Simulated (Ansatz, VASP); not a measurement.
## One calculation of HfN, two programs

File INCAR:

```
SYSTEM = HfN
PREC = Accurate
ENCUT = 600
EDIFF = 1E-6
ISMEAR = 1
SIGMA = 0.05
LREAL = .FALSE.
LASPH = .TRUE.
NELM = 80
ALGO = Normal
ISIF = 3
LWAVE = .FALSE.
LCHARG = .FALSE.
GGA = CA
IBRION = 2
NSW = 80
EDIFFG = -0.02
```

KPOINTS

```
Automatic mesh
0
G
  9 9 5
  0 0 0
```

POSCAR

```
HfN
1.0
    3.1339080000      0.0000000000      0.0000000000
   -1.5669540000      2.7140439411      0.0000000000
    0.0000000000      0.0000000000      5.4167680000
Hf N
2 2
Direct
    0.6666666667      0.3333333333      0.7500000000
    0.3333333333      0.6666666667      0.2500000000
    0.0000000000      0.0000000000      0.0000000000
    0.0000000000      0.0000000000      0.5000000000
```

Input for Ansatz:

```yaml
crystal:
  lattice:
    a: 3.133908
    b: 3.133908
    c: 5.416768
    alpha: 90.0
    beta: 90.0
    gamma: 120.0
  atoms:
    - { symbol: Hf, position: [0.6666666666666666, 0.3333333333333333, 0.75] }
    - { symbol: Hf, position: [0.3333333333333333, 0.6666666666666666, 0.25] }
    - { symbol: "N", position: [0.0, 0.0, 0.0] }
    - { symbol: "N", position: [0.0, 0.0, 0.5] }
basis:
  ecutwfc: 420.0
kpoints:
  mp_grid:
    grid: [9, 9, 5]
hamiltonian:
  xc: lda
  dispersion: none
scf:
  occupations:
    method: cold
    width: 0.05
relax:
  f_tol: 0.02
  cell: {}
```

The cell comes from a database or a generator and needn't be the stable form of this composition.

Alike in both runs: task relaxation of cell and atoms; functional LDA; k mesh 9 × 9 × 5; no spin polarisation.

```csv
,VASP,Ansatz
version,VASP 6.6.1,Ansatz 0.2.0
potentials or method,"VASP PAW LDA potentials, release 64 (Hf_pv, N)","plane waves, PAW"
plane-wave cutoff (eV),600,420
occupations,"methfessel-paxton of order 1, width 0.05 eV","cold, width 0.05 eV"
valence electrons in the cell,30,62
```

```csv
,VASP,Ansatz,Ansatz less VASP
relaxed volume (Å³/atom),11.11,11.15,+0.044
relaxed cell length with the largest relative difference (Å),3.097,3.102,+0.0047
energy change over the relaxation (meV/atom),-13,-11,+2.9
```

The two sets of potentials don't hold the same shells in valence.

Spin-orbit coupling is left out, which matters for the levels of Hf.
